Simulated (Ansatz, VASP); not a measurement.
Two plane-wave programs on Al

Contents of INCAR:

```
ALGO = Normal ; EDIFF = 1E-7
ENCUT = 520 ; GGA = PS
ISIF = 2 ; ISMEAR = -1
LASPH = True ; LCHARG = False
LREAL = False ; LWAVE = False
NBANDS = 14 ; NELM = 80
PREC = Accurate ; SIGMA = 0.15
```

Contents of KPOINTS:

```
k-points
0
Gamma
  9 9 3
```

POSCAR

```
Al
1.0
    2.8270770000      0.0000000000      0.0000000000
   -1.4135390000      2.4483210000      0.0000000000
    0.0000000000      0.0000000000      9.1859930000
Al
4
Direct
    0.0000000000      0.0000000000      0.0000000000
    0.3333333333      0.6666666667      0.2500000000
    0.0000000000      0.0000000000      0.5000000000
    0.6666666667      0.3333333333      0.7500000000
```

Input for Ansatz:

```yaml
crystal:
  lattice:
    - [2.827077, 0.0, 0.0]
    - [-1.413539, 2.448321, 0.0]
    - [0.0, 0.0, 9.185993]
  atoms:
    - { symbol: Al, position: [0.0, 0.0, 0.0] }
    - { symbol: Al, position: [0.3333333333333333, 0.6666666666666666, 0.25] }
    - { symbol: Al, position: [0.0, 0.0, 0.5] }
    - { symbol: Al, position: [0.6666666666666666, 0.3333333333333333, 0.75] }
kpoints:
  mp_grid:
    grid: [9, 9, 3]
hamiltonian:
  xc: pbesol
  pseudopotentials:
    kind: paw
scf:
  occupations:
    method: fermi_dirac
    width: 0.15
output:
  forces: true
  stress: true
  eigenvalues: true
```

This isn't the form of Al at room conditions, which is fcc.

Alike in both runs: task single point; functional PBEsol; k mesh 9 × 9 × 3; occupations fermi-dirac, width 0.15 eV; no spin polarisation.

|  | VASP | Ansatz |
| --- | --- | --- |
| version | VASP 6.6.1 | Ansatz 0.2.0 |
| potentials or method | VASP PAW PBE potentials, release 64 (Al) | plane waves, PAW |
| plane-wave cutoff (eV) | 520 | 420 |
| valence electrons in the cell | 12 | 12 |

```csv
,VASP,Ansatz,Ansatz less VASP
gap on the k mesh at the Fermi level (eV),none,none,-
pressure (GPa),1.8,1.7,-0.07
largest component of the traceless stress (GPa),1.39,1.39,-0.002
```

A gap of «none» marks a metal or a gap that the smearing closes.

Caveats: the PAW data sets were made with another functional, which shifts forces and pressure a little (VASP).
